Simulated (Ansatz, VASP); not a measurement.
## FeGe in VASP and in Ansatz

File POSCAR:

```
FeGe
1.0
    3.0101393726      0.0000000000      0.0000000000
    0.0000000000      3.0101393726      0.0000000000
    0.0000000000      0.0000000000      3.0101393726
Fe Ge
1 1
Direct
    0.0000000000      0.0000000000      0.0000000000
    0.4633440200      0.4507515000      0.4535288900
```

File INCAR.step1:

```
PREC = Accurate
ENCUT = 520
ISMEAR = 0
SIGMA = 0.05
LREAL = F
LASPH = T
NELM = 150
ISPIN = 2
MAGMOM = 4 0
LMAXMIX = 4
NBANDS = 22
GGA = PE
ALGO = Normal
EDIFF = 1E-4
LWAVE = T
LCHARG = F
```

Contents of INCAR.step2:

```
PREC = Accurate
ENCUT = 520
EDIFF = 1E-6
ISMEAR = 0
SIGMA = 0.05
LREAL = F
LASPH = T
NELM = 150
ALGO = Normal
ISIF = 2
LWAVE = F
LCHARG = F
ISPIN = 2
MAGMOM = 4 0
LORBIT = 11
LMAXMIX = 4
METAGGA = R2SCAN
LMIXTAU = T
NBANDS = 22
ISTART = 1
```

KPOINTS

```
regular mesh
0
Gamma
  3 3 3
```

Input for Ansatz:

```yaml
crystal:
  lattice:
    - [3.010139372568, 0.0, 0.0]
    - [0.0, 3.010139372568, 0.0]
    - [0.0, 0.0, 3.010139372568]
  atoms:
    - { symbol: Fe, position: [0.0, 0.0, 0.0], spin: 4.0 }
    - { symbol: Ge, position: [0.46334402, 0.4507515, 0.45352889], spin: 0.0 }
kpoints:
  mp_grid: { grid: [3, 3, 3], shift: [0, 0, 0] }
hamiltonian:
  xc: r2scan
  dispersion: none
  pseudopotentials: { kind: nc }
scf:
  occupations: { method: gaussian, width: "0.05 eV" }
magnetization:
  spin_polarized: true
```

Alike in both runs: task single point; functional r2SCAN; k mesh 3 × 3 × 3; collinear spin.

|  | VASP | Ansatz |
| --- | --- | --- |
| version | VASP 6.6.1 | Ansatz development build ahead of 0.2.0 |
| potentials or method | VASP PAW PBE potentials, release 64 (Fe, Ge_d) | norm-conserving potentials, plane waves, scalar-relativistic |
| plane-wave cutoff (eV) | 520 | 1225 |
| occupations | gaussian, width 0.05 eV | gaussian |

```tsv
	VASP	Ansatz	Ansatz less VASP
net moment per atom (μB)	0.96	0.96	+0.002
size of the moment on the site where the two differ most (μB)	1.97	2.00	+0.035
```

Site moments also hang on the region over which each program counts them. Ansatz warned: «stability_check_not_made».

Caveats: the k mesh is coarse (spacing up to 0.70 Å⁻¹), so the values aren't converged.
